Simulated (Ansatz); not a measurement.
# TaN (Fm-3m) in Ansatz: further runs, part 2 of 3

Ansatz 0.2.0. Earlier steps stand in the parts before.

## (3) Relaxation of cell and atoms, PBEsol+D3(BJ)

input.yaml

```yaml
crystal:
  lattice:
    - [0.0, 2.211323, 2.211323]
    - [2.211323, 0.0, 2.211323]
    - [2.211323, 2.211323, 0.0]
  atoms:
    - { symbol: Ta, position: [0.5, 0.5, 0.5] }
    - { symbol: "N", position: [0.0, 0.0, 0.0] }
hamiltonian:
  xc: pbesol
  pseudopotentials: { kind: paw }
  dispersion: d3bj
kpoints:
  mp_grid: { grid: [10, 10, 10] }
scf:
  occupations: { method: fermi_dirac, width: 0.05 }
output:
  forces: true
  stress: true
relax:
  f_tol: 0.01
  max_steps: 40
  cell: { stress_tol: 0.05 }
```

Potentials or basis: Ansatz PAW.

On the command line:

```
$ ansatz run input.yaml --threads 2 --pin off --max-ram 5632MiB --backend cpu --events-out ev --progress --plain --runs-dir out
```

Output:

```text
Warning: RAYON_NUM_THREADS=2 ignored (pool sized by the plan → 2); use --threads N
Engine: ansatz 0.2.0, aarch64-unknown-linux-gnu
Pseudopotentials: kind: paw
Pseudopotential: Ta, paw, valence charge 13, recommended cutoff 420 eV (normal), Ta.paw.azcp
Pseudopotential: N, paw, valence charge 5, recommended cutoff 420 eV (normal), N.paw.azcp
Functional definition: PBEsol
  exchange = pbesol_x
  correlation = pbesol_c
Crystal: 2 atoms, lattice volume = 21.627 Å³
Basis set: ecut = 420 eV, 411 PW (Γ), exchange–correlation on 48×48×48 points (8 copies of the dense FFT grid, shifted against one another)
Bands: 13, of which v1, the nominal top of the filled ones, is band 9 counted from 1 (8 counted from 0)
Symmetry: 48 space group operations
Space group: Fm-3m (ITA 225), of the structure as read, at distance tolerance 2.8e-5 Å
k-points: 47 of 1000
Non-local potential: Ta, projectors of the file, l = 0: 3, l = 1: 2, l = 2: 2, l = 3: 1
Non-local potential: N, projectors of the file, l = 0: 2, l = 1: 2, l = 2: 1
PAW form: soft (Blöchl's): semilocal exchange-correlation on the pseudo side does not see the compensation charge
PAW frozen core: Ta, regenerated for the run's functional, and the local potential with it (the file was generated under x = pbe(κ = 0.804, μ = 0.2195149727645171), c = pbe(β = 0.06672455060314922))
PAW frozen core: N, regenerated for the run's functional, and the local potential with it (the file was generated under x = pbe(κ = 0.804, μ = 0.2195149727645171), c = pbe(β = 0.06672455060314922))
PAW one-centre angular grid: Ta, 590 points (default); XC on 64 Gauss nodes
PAW one-centre angular grid: N, 110 points (default); XC on 64 Gauss nodes
Initial density: superposition of atomic densities (neutral atoms: chi_scale 0, normalization atom), corrected by the library's trained network
Initial wavefunctions: pseudopotential atomic-orbital guess
Functional: x = pbesol(κ = 0.804, μ = 0.12345679012345678), c = pbesol(β = 0.046)
SCF iter   1: F=—  HF=-10187.977148 eV  |F-HF|=—  |Δ(HF+E_count)|=         —  Δρ=1.31e-2  dr2=3.78e-2  ethr=1.77e-3  ⟨swp⟩=6.0  Hψ=7290  notcnv=0  defer=6
automatic band count: the SCF goes on with 17 bands, as 13 were too few: the levels above may hold too much charge
preconditioner: auto → none  [metal: Δε(μ)=0.061 eV  Ē_g=15.257 eV  σ=0.050 eV  W_gap=0.29  n_scr=8 (ndim 8)  ℏωp=25.3 eV  f_vac=0.000  D(μ)=0.87/eV (n_scr^D=8)  sad-step TF]
SCF iter   2: F=—  HF=-10187.971731 eV  |F-HF|=—  |Δ(HF+E_count)|=   5.42e-3  Δρ=8.43e-3  dr2=1.71e-2  ethr=2.10e-4  ⟨swp⟩=1.1  Hψ=1181  notcnv=0  defer=31
SCF iter   3: F=—  HF=-10187.967665 eV  |F-HF|=—  |Δ(HF+E_count)|=   4.07e-3  Δρ=8.86e-4  dr2=1.52e-4  ethr=9.51e-5  ⟨swp⟩=2.3  Hψ=1085  notcnv=0  defer=31
SCF iter   4: F=—  HF=-10187.967605 eV  |F-HF|=—  |Δ(HF+E_count)|=   6.00e-5  Δρ=8.11e-5  dr2=1.56e-6  ethr=8.47e-7  ⟨swp⟩=2.4  Hψ=935  notcnv=0  defer=31
SCF iter   5: F=—  HF=-10187.967605 eV  |F-HF|=—  |Δ(HF+E_count)|=   6.53e-7  Δρ=1.62e-5  dr2=2.95e-8  ethr=8.67e-9  ⟨swp⟩=2.1  Hψ=1060  notcnv=0  defer=31
SCF iter   6: F=-10187.967605 eV  HF=-10187.967605 eV  |F-HF|=2.02e-10  |Δ(HF+E_count)|=   2.88e-9  Δρ=2.22e-6  dr2=2.29e-10  ethr=1.64e-10  ⟨swp⟩=2.1  Hψ=2296  notcnv=0
SCF 1 converged in 6 iterations: F = -10187.967605 eV  dr2 = 2.29e-10
relax step   1: F+E_penalty+E_count = -10187.96760535 eV  Δ(F+E_penalty+E_count) = +0.000e0 eV  max|allowed force component| = 1.417e-29 eV/Å  Δτ_max = 0.0000 Å  P = -17.593 GPa  Ω = 21.627 Å³  (6 SCF iters, dr2 threshold 1.00e-7 eV, accepted)
Crystal: 2 atoms, lattice volume = 20.013 Å³
Basis set: ecut = 420 eV, 387 PW (Γ), exchange–correlation on 48×48×48 points (8 copies of the dense FFT grid, shifted against one another)
Bands: 17, of which v1, the nominal top of the filled ones, is band 9 counted from 1 (8 counted from 0)
[... 59 lines left out ...]
iter 4 did not close the SCF: its close was put off for the readings that it lacked (scf_convergence_deferred on its scf_iter line)
SCF iter   4: F=-10188.031382 eV  HF=-10188.031382 eV  |F-HF|=1.06e-10  |Δ(HF+E_count)|=   3.46e-9  Δρ=1.07e-6  dr2=1.88e-10  ethr=6.91e-11  ⟨swp⟩=1.7  Hψ=905  notcnv=0
iter 5 did not close the SCF: its close was put off for the readings that it lacked (scf_convergence_deferred on its scf_iter line)
SCF iter   5: F=-10188.031382 eV  HF=-10188.031382 eV  |F-HF|=3.64e-12  |Δ(HF+E_count)|=  8.00e-11  Δρ=2.54e-7  dr2=7.46e-12  ethr=1.04e-12  ⟨swp⟩=2.1  Hψ=1181  notcnv=0
SCF iter   6: F=-10188.031382 eV  HF=-10188.031382 eV  |F-HF|=1.82e-12  |Δ(HF+E_count)|=  3.64e-12  Δρ=4.76e-8  dr2=3.15e-13  ethr=1.00e-12  ⟨swp⟩=1.0  Hψ=1786  notcnv=0
SCF 6 converged in 6 iterations: F = -10188.031382 eV  dr2 = 3.15e-13
relax step   6: F+E_penalty+E_count = -10188.03138161 eV  Δ(F+E_penalty+E_count) = -5.969e-5 eV  max|allowed force component| = 1.315e-29 eV/Å  Δτ_max = 0.0000 Å  P = +0.001 GPa  Ω = 20.518 Å³  energy of the carried Pulay correction = +4.781e-5 eV  (6 SCF iters, dr2 threshold 1.75e-7 eV, accepted)
iter 1 solved again at ethr=2.03e-8 eV; its pass at ethr=3.10e-3 eV (dr2=3.65e-6 eV) is discarded
SCF iter   1: F=—  HF=-10188.031331 eV  |F-HF|=—  |Δ(HF+E_count)|=         —  Δρ=4.92e-6  dr2=8.20e-10  ethr=2.03e-8  ⟨swp⟩=3.2  Hψ=6144  notcnv=0
preconditioner: auto → none  [metal: Δε(μ)=0.121 eV  Ē_g=15.987 eV  σ=0.050 eV  W_gap=0.48  n_scr=8 (ndim 8)  ℏωp=25.9 eV  f_vac=0.000  D(μ)=0.68/eV (n_scr^D=0)]
SCF iter   2: F=—  HF=-10188.031330 eV  |F-HF|=—  |Δ(HF+E_count)|=   4.37e-7  Δρ=2.35e-6  dr2=1.53e-10  ethr=4.55e-12  ⟨swp⟩=2.9  Hψ=1342  notcnv=0
iter 3 did not close the SCF: its close was put off for the readings that it lacked (scf_convergence_deferred on its scf_iter line)
SCF iter   3: F=-10188.031330 eV  HF=-10188.031330 eV  |F-HF|=5.46e-12  |Δ(HF+E_count)|=  1.71e-10  Δρ=2.48e-7  dr2=3.86e-12  ethr=1.00e-12  ⟨swp⟩=2.1  Hψ=1042  notcnv=0
iter 4 did not close the SCF: its close was put off for the readings that it lacked (scf_convergence_deferred on its scf_iter line)
SCF iter   4: F=-10188.031330 eV  HF=-10188.031330 eV  |F-HF|=5.46e-12  |Δ(HF+E_count)|=  1.09e-11  Δρ=6.41e-8  dr2=1.69e-13  ethr=1.00e-12  ⟨swp⟩=1.0  Hψ=799  notcnv=0
iter 5 did not close the SCF: its close was put off for the readings that it lacked (scf_convergence_deferred on its scf_iter line)
SCF iter   5: F=-10188.031330 eV  HF=-10188.031330 eV  |F-HF|=1.82e-12  |Δ(HF+E_count)|=  9.09e-12  Δρ=3.67e-9  dr2=1.56e-15  ethr=1.00e-12  ⟨swp⟩=1.0  Hψ=799  notcnv=0
iter 6 did not close the SCF: its close was put off for the readings that it lacked (scf_convergence_deferred on its scf_iter line)
SCF iter   6: F=-10188.031330 eV  HF=-10188.031330 eV  |F-HF|=1.82e-12  |Δ(HF+E_count)|=    0.00e0  Δρ=8.84e-10  dr2=1.16e-16  ethr=1.00e-12  ⟨swp⟩=1.0  Hψ=799  notcnv=0
SCF iter   7: F=-10188.031330 eV  HF=-10188.031330 eV  |F-HF|=5.46e-12  |Δ(HF+E_count)|=  1.82e-12  Δρ=1.05e-10  dr2=1.66e-18  ethr=1.00e-12  ⟨swp⟩=1.9  Hψ=1931  notcnv=0
SCF 7 converged in 7 iterations: F = -10188.031330 eV  dr2 = 1.66e-18
relax step   7: F+E_penalty+E_count = -10188.03133034 eV  Δ(F+E_penalty+E_count) = +5.127e-5 eV  max|allowed force component| = 6.837e-30 eV/Å  Δτ_max = 0.0000 Å  P = -0.001 GPa  Ω = 20.518 Å³  stress off target by 9.54e-4 GPa  SCF on the basis re-selected at this cell (its energy is not comparable with the rows above)  (7 SCF iters)
basis re-selected at this cell: Δ(F+E_penalty+E_count) = +5.127e-5 eV, ΔP = -0.002 GPa vs the last step (what re-selecting the basis moved, of the pressure what is left beyond the Pulay correction that the steps carried, after the strain that the cell walked since its last selection, with what the two solves' SCF thresholds leave and, on support functions, any second-order correction that the steps lacked; it is no measure of the basis error at this ecutwfc). This SCF's stress stands 9.54e-4 GPa from its target on what of the cell is left free (relax.cell.stress_tol is 5.00e-2 GPa) and its largest allowed force component is 6.84e-30 eV/Å (relax.f_tol is 1.00e-2 eV/Å): within both
SCF converged after 7 iterations
Free energy (F): -10188.031330 eV
Harris-Foulkes:  -10188.031330 eV  (|F-HF|=5.46e-12)
Internal energy: -10188.025724 eV  (E = F + TS)
E sigma→0 (E₀):  -10188.028527 eV
Entropy (-TS):   -0.005606 eV (-2.803 meV/atom)
Fermi energy:    22.401166 eV
--- Per-component energies (eV) ---
  E_band       = -32.933213
  E_kinetic    = 503.221916
  E_local      = -560.457593  (includes V_loc(G=0)·N_el)
  E_nonlocal   = 63.288334
  E_hartree    = 189.758790
  E_xc         = -278.926810
  E_vxc        = -283.033174  (∫ρ·V_xc dr)
  E_paw        = -8395.853615  (= ΣΔE_a)
  E_vpaw       = -135.470551  (= ΣTr[D̂ρ^β])
  E_aug_tail   = 0.000274  (compensation charges beyond the density's cutoff)
  E_ewald      = -1708.332291
  E_disp       = -0.966475  (pairwise vdW)
  E_core_change = 0.241745  (= ΣΔE_core)
  E_smearing   = -0.005606  (= −TS)
  E_closure    = 0.000000  (closes the sum)
  Σ components = -10188.031330   (vs F -10188.031330, Δ=0.00e0)
--- Forces (eV/Å), atoms counted from 1 ---
  atom   1  Ta     0.00000000    -0.00000000    -0.00000000
  atom   2  N     -0.00000000     0.00000000     0.00000000
  max |Σ_I F_I| component: 1.16e-29 eV/Å
--- Stress (GPa, compression-positive) ---
       -0.000954       0.000000      -0.000000
        0.000000      -0.000954       0.000000
       -0.000000       0.000000      -0.000954
  P = ⅓ Tr σ = -0.0010 GPa (-0.010 kbar)
--- Relaxed structure (5 steps of the walk, 5 accepted, 2 SCFs on fresh bases) ---
  F+E_penalty+E_count = -10188.03133034 eV   max|allowed force component| = 6.837e-30 eV/Å   (the final SCF, on the basis selected at the relaxed cell)
  cell:  # Å, volume = 20.5176 Å³
    - [1.2969314127479555e-33, 2.172862559344564, 2.172862559344564]
    - [2.172862559344564, 1.4267041692107654e-33, 2.172862559344564]
    - [2.172862559344564, 2.172862559344564, -3.590644979431111e-34]
  atoms:
    - { symbol: Ta, position: [0.5, 0.5, 0.5] }
    - { symbol: N, position: [-1.1567173621341461e-35, 1.6556934791338849e-35, 1.4742476184060647e-35] }
```

Wall time 4.3 s (2 threads of Arm Neoverse V1, shared host); peak memory 0.3 GiB.

What came out:

- Free energy: -10188.0313 eV
- Relaxed volume: 10.26 Å³/atom
- Relaxed cell: a = 3.073 Å, b = 3.073 Å, c = 3.073 Å, α = 60.00°, β = 60.00°, γ = 60.00°
- Space group after relaxing (to 0.05 Å): Fm-3m (No. 225)
- Energy gained by relaxing: 31.9 meV/atom
- Ionic steps: 7
- Pressure after relaxing: 0.0 GPa

The path:
| step | energy change (eV) | largest force (eV/Å) | volume (Å³) |
| --- | --- | --- | --- |
| 1 | 0.0000 | 0.0000 | 21.63 |
| 2 | -0.0522 | 0.0000 | 20.01 |
| 3 | -0.0663 | 0.0000 | 20.58 |
| 4 | -0.0665 | 0.0000 | 20.53 |
| 5 | -0.0637 | 0.0000 | 20.53 |
| 6 | -0.0638 | 0.0000 | 20.52 |
| 7 | -0.0637 | 0.0000 | 20.52 |

Final structure:
```
Ta N
1.0
     0.00000    2.17286    2.17286
     2.17286    0.00000    2.17286
     2.17286    2.17286    0.00000
Ta N
1 1
Direct
  0.50000 0.50000 0.50000
  0.00000 0.00000 0.00000
```

Caveat: the plane-wave basis is chosen anew once the cell has moved, so the energies of steps on either side of that aren't comparable; the pressure holds a Pulay correction of +0.5 GPa for the finite cutoff; the PAW data sets come from PBE, with cores solved anew for the run's functional, which leaves a small shift of forces and pressure.

[end of part 2 of 3]
